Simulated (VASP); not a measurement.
Crystal: SnSe2.

```
CELL_PARAMETERS angstrom
3.81100 0.00000 0.00000
-1.90550 3.30042 0.00000
0.00000 0.00000 6.13600
ATOMIC_POSITIONS crystal
Sn 0.00000 0.00000 0.00000
Se 0.66667 0.33333 0.75100
Se 0.33333 0.66667 0.24900
```

| Quantity | Value |
| --- | --- |
| Program | VASP 6.6.1 |
| Task | relaxation of cell and atoms |
| Functional | optB86b-vdW |
| Potentials or basis | VASP PAW PBE potentials, release 64 (Sn_d, Se) |
| Cutoff | 600 eV |
| k mesh | 8 × 8 × 5 |
| Occupations | fermi-dirac, width 0.05 eV |
| Spin | no spin polarisation |

At the start: pressure 4.3 GPa; volume 25.73 Å³/atom.

Question: Where does the relaxation end?

Answer: Over 18 steps the energy falls by 27.7 meV/atom and the volume is 26.26 Å³/atom (+2.1 %); space group P-3m1 (No. 164, to 0.05 Å).

The path:
```csv
step,energy change (eV),largest force (eV/Å),pressure (GPa),volume (Å³)
1,0.0000,0.8800,4.32,77.18
2,-0.0269,0.3895,-3.24,85.18
3,-0.0753,0.1244,-0.31,81.44
4,-0.0753,0.1376,-0.21,81.35
5,-0.0776,0.0981,-0.13,80.98
6,-0.0786,0.0585,-0.03,80.61
7,-0.0786,0.0475,0.01,80.51
8,-0.0794,0.0331,-0.06,80.41
9,-0.0812,0.0083,-0.26,80.11
10,-0.0818,0.0872,-0.58,79.49
11,-0.0820,0.0603,-0.48,79.70
12,-0.0824,0.0520,-0.40,79.55
13,-0.0831,0.0271,-0.19,79.09
14,-0.0827,0.0220,0.26,78.16
15,-0.0832,0.0080,-0.01,78.73
16,-0.0832,0.0090,-0.03,78.75
17,-0.0832,0.0078,-0.02,78.76
18,-0.0832,0.0036,-0.01,78.78
```

Final structure:
```
CELL_PARAMETERS angstrom
3.85934 0.00000 0.00000
-1.92967 3.34228 0.00000
0.00000 0.00000 6.10736
ATOMIC_POSITIONS crystal
Sn 0.00000 0.00000 0.00000
Se 0.66667 0.33333 0.73798
Se 0.33333 0.66667 0.26202
```

Caveat: the PAW data sets were made with another functional, which shifts forces and pressure a little.
